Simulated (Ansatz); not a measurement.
Nudged elastic band run: HW₈C₈

The input (input.yaml):

```yaml
crystal:
  lattice:
    - [5.7891, 0.0, 0.0]
    - [-2.89455, 5.013508, 0.0]
    - [0.0, 0.0, 16.248165]
  atoms:
    - { symbol: W, position: [0.0, 0.0, 0.0615454] }
    - { symbol: C, position: [0.33297255, 0.16646976, 0.14280077] }
    - { symbol: W, position: [-0.00014823, -8.723e-05, 0.2381134] }
    - { symbol: C, position: [0.33638045, 0.16818835, 0.30679792] }
    - { symbol: W, position: [0.0, 0.5, 0.0615454] }
    - { symbol: C, position: [0.33325675, 0.66660825, 0.14401587] }
    - { symbol: W, position: [-0.00042164, 0.49977759, 0.23782382] }
    - { symbol: C, position: [0.33305868, 0.66650362, 0.31440284] }
    - { symbol: W, position: [0.5, 0.0, 0.0615454] }
    - { symbol: C, position: [0.83341475, 0.16644184, 0.14278424] }
    - { symbol: W, position: [0.49996616, 0.00014683, 0.23785043] }
    - { symbol: C, position: [0.83153553, 0.16819872, 0.30678783] }
    - { symbol: W, position: [0.5, 0.5, 0.0615454] }
    - { symbol: C, position: [0.83343134, 0.66697315, 0.14277965] }
    - { symbol: W, position: [0.49997343, 0.49979243, 0.23784526] }
    - { symbol: C, position: [0.83153175, 0.66331425, 0.30678688] }
    - { symbol: H, position: [0.3324208, 0.66609999, 0.38155058] }
basis:
  ecutwfc: 420.0
kpoints:
  mp_grid: { grid: [5, 5, 1] }
hamiltonian:
  xc: pbe
  pseudopotentials: { kind: paw, azcp: { folder: soft_1 } }
scf:
  occupations: { method: gaussian, width: 0.15 }
  lower_state_search: "off"
neb:
  images: 5
  f_tol: 0.05
  initial_path: idpp
  max_iterations: 42
  spring: { min: 2.0, max: 10.0 }
  constraints: [{ sites: [0, 4, 8, 12] }]
  final_atoms:
    - { symbol: W, position: [0.0, 0.0, 0.0615454] }
    - { symbol: C, position: [0.33325673, 0.16660822, 0.14401587] }
    - { symbol: W, position: [-0.00042166, -0.00022244, 0.23782382] }
    - { symbol: C, position: [0.33305866, 0.16650359, 0.31440284] }
    - { symbol: W, position: [0.0, 0.5, 0.0615454] }
    - { symbol: C, position: [0.33297253, 0.66646973, 0.14280077] }
    - { symbol: W, position: [-0.00014825, 0.49991274, 0.2381134] }
    - { symbol: C, position: [0.33638043, 0.66818832, 0.30679792] }
    - { symbol: W, position: [0.5, 0.0, 0.0615454] }
    - { symbol: C, position: [0.83343132, 0.16697312, 0.14277965] }
    - { symbol: W, position: [0.49997341, -0.0002076, 0.23784526] }
    - { symbol: C, position: [0.83153173, 0.16331422, 0.30678688] }
    - { symbol: W, position: [0.5, 0.5, 0.0615454] }
    - { symbol: C, position: [0.83341473, 0.66644181, 0.14278424] }
    - { symbol: W, position: [0.49996614, 0.5001468, 0.23785043] }
    - { symbol: C, position: [0.83153551, 0.66819869, 0.30678783] }
    - { symbol: H, position: [0.33242078, 1.16609996, 0.38155058] }
  order_check: true
```

Launched with:

```bash
$ ansatz run input.yaml --threads 4 --pin off --max-ram 10240MiB --backend cpu --events-out ev --progress --plain --runs-dir out
```

Output, in part (warnings, iteration lines):

```
NEB end point (image 6): max|allowed force component| = 7.271e-3 eV/Å (the criterion of neb.relax_end_points is 1.000e-2)
NEB iter   1: max|band force component| = 4.223e0 eV/Å  barrier→ = 3.6341 eV  barrier← = 3.6341 eV  Δτ_max = 0.2000 Å  (81 SCF iters)
NEB iter   2: max|band force component| = 2.732e0 eV/Å  barrier→ = 3.0441 eV  barrier← = 3.0441 eV  Δτ_max = 0.2000 Å  (44 SCF iters)
NEB iter   3: max|band force component| = 2.405e0 eV/Å  barrier→ = 2.5776 eV  barrier← = 2.5776 eV  Δτ_max = 0.2000 Å  (40 SCF iters)
NEB iter   4: max|band force component| = 1.883e0 eV/Å  barrier→ = 2.1408 eV  barrier← = 2.1408 eV  Δτ_max = 0.2000 Å  (39 SCF iters)
NEB iter   5: max|band force component| = 1.073e0 eV/Å  barrier→ = 1.8053 eV  barrier← = 1.8053 eV  Δτ_max = 0.2000 Å  (38 SCF iters)
NEB iter   6: max|band force component| = 4.586e-1 eV/Å  barrier→ = 1.6660 eV  barrier← = 1.6660 eV  CI = image 3  Δτ_max = 0.0395 Å  (38 SCF iters)
NEB iter   7: max|band force component| = 1.765e-1 eV/Å  barrier→ = 1.6517 eV  barrier← = 1.6517 eV  CI = image 3  Δτ_max = 0.0163 Å  (33 SCF iters)
NEB iter   8: max|band force component| = 6.476e-2 eV/Å  barrier→ = 1.6483 eV  barrier← = 1.6483 eV  CI = image 3  Δτ_max = 0.0115 Å  (28 SCF iters)
NEB iter   9: max|band force component| = 4.048e-2 eV/Å  barrier→ = 1.6477 eV  barrier← = 1.6477 eV  CI = image 3  Δτ_max = 0.0000 Å  (290 SCF iters)
```

It converged. By the program's own check the climbing image is a first-order saddle point (lowest curvatures found: -10.85 and 1.56 eV/Å²). Limits of this set-up: coarse k mesh, thin slab, slab without dipole correction, odd electron count without spin, a typed lattice constant that wasn't relaxed here.

Final band (atoms are numbered from 1 in the order of the input):

```tsv
image	path coordinate (Å)	energy (eV)	C8–H17 (Å)	C4–H17 (Å)
0	0.00	0.00	1.09	3.14
1	0.81	0.51	1.09	2.40
2	1.29	1.17	1.19	1.93
3	1.65	1.65	1.51	1.51
4	2.02	1.17	1.93	1.19
5	2.49	0.51	2.40	1.09
6	3.30	0.00	3.14	1.09
```

Time of the run: 24 min on 4 threads of Arm Neoverse V2, on a shared host, peak memory 3.7 GiB.
